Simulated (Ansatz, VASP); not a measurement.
## Two plane-wave programs on MgGe2

```
Mg Ge
1.0
     0.00000    3.99681    3.99681
     3.99681    0.00000    3.99681
     3.99681    3.99681    0.00000
Mg Ge
2 4
Direct
  0.75000 0.75000 0.75000
  0.50000 0.50000 0.50000
  0.12500 0.12500 0.12500
  0.62500 0.12500 0.12500
  0.12500 0.62500 0.12500
  0.12500 0.12500 0.62500
```

Change from the starting cell: species swapped into the TmPt2 type (Fd-3m, No. 227).

Alike in both runs: task relaxation of cell and atoms; functional PBE; k mesh 8 × 8 × 8; occupations gaussian, width 0.1 eV; no spin polarisation.

|  | VASP | Ansatz |
| --- | --- | --- |
| version | VASP 6.6.1 | Ansatz 0.2.0 |
| potentials or method | VASP PAW PBE potentials, release 64 (Mg, Ge_d) | scalar-relativistic, plane waves, PAW |
| plane-wave cutoff (eV) | 600 | 420 |
| valence electrons in the cell | 60 | 76 |

```tsv
	VASP	Ansatz	Ansatz less VASP
gap on the k mesh at the Fermi level, each at its own relaxed structure (eV)	none	none	-
relaxed volume (Å³/atom)	20.57	20.56	-0.008
relaxed cell length with the largest relative difference (Å)	5.589	5.588	-0.0007
energy change over the relaxation (meV/atom)	-4	-4	+0.2
```

A gap of «none» marks a metal or a gap that the smearing closes. The two sets of potentials don't hold the same shells in valence.
